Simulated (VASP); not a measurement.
Here is a VASP 6.6.1 calculation.

File INCAR:

```
SYSTEM = Be
PREC     = Accurate       ! precision mode
ENCUT    = 520            ! plane-wave cutoff, eV
EDIFF    = 1E-6           ! SCF threshold, eV
ISMEAR   = 0              ! smearing method
SIGMA    = 0.1            ! smearing width, eV
LREAL    = .FALSE.        ! projectors in reciprocal space
LASPH    = .TRUE.         ! aspherical terms in the spheres
NELM     = 120            ! most SCF steps
ALGO     = Normal         ! electronic algorithm
ISIF     = 3              ! what is computed and relaxed
LWAVE    = .FALSE.        ! write WAVECAR
LCHARG   = .FALSE.        ! write CHGCAR
GGA      = PE             ! functional
IBRION   = 2              ! ionic algorithm
NSW      = 90             ! ionic steps
EDIFFG   = -0.01          ! ionic threshold
KPAR     = 2
```

The input KPOINTS:

```
regular mesh
0
G
  16 9 10
  0 0 0
```

File POSCAR:

```
Be
1.0
    2.1680000000      0.0000000000      0.0000000000
    0.0000000000      3.7550000000      0.0000000000
    0.0000000000      0.0000000000      3.4160000000
Be
4
Direct
    0.6700000000      0.8200000000      0.7000000000
    0.3300000000      0.1800000000      0.7000000000
    0.1700000000      0.6800000000      0.3000000000
    0.8300000000      0.3200000000      0.3000000000
```

Potentials or basis: VASP PAW PBE potentials, release 64 (Be).

The run is started by

```bash
$ cat potpaw_PBE.64/Be/POTCAR > POTCAR
$ mpirun -np 2 vasp_std > vasp.out
```

Q: Estimate the band gap on the k mesh.

A: None (metal or under the smearing width).

Q: What does it give for the space group after relaxing (to 0.05 Å)?

A: I4/mmm (No. 139).

Q: What does it give for the relaxed cell?

A: a = 2.533 Å, b = 3.516 Å, c = 3.514 Å, α = 90.00°, β = 90.00°, γ = 90.00°.

Forces in eV/Å, atoms in the order of the input:
```
Be   0.004  0.000  0.009
Be  -0.004  0.000  0.009
Be   0.004  0.000 -0.009
Be  -0.004  0.000 -0.009
```

 Zero-point motion and thermal expansion aren't in these numbers.
